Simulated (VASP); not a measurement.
Crystal: BAs.

```
B As
1.0
     0.00000    2.38890    2.38890
     2.38890    0.00000    2.38890
     2.38890    2.38890    0.00000
B As
1 1
Direct
  0.00000 0.00000 0.00000
  0.25000 0.25000 0.25000
```

The cell was built by a generator and needn't be a form met in nature.

Base run:

| Property | Result |
| --- | --- |
| Program | VASP 6.6.1 |
| Functional | SCAN |
| Potentials or basis | VASP PAW PBE potentials, release 64 (B, As) |
| Cutoff | 520 eV |
| k mesh | 10 × 10 × 10 |
| Occupations | gaussian, width 0.02 eV |
| Spin | no spin polarisation |

Its results: band gap on the k mesh 1.42 eV, indirect (least direct gap 3.58 eV).

The run is repeated on the same cell with these changes: functional from SCAN to TB-mBJ. What comes out?

Band gap on the k mesh 1.76 eV, indirect (least direct gap 3.79 eV).

A k mesh can miss the band edges.
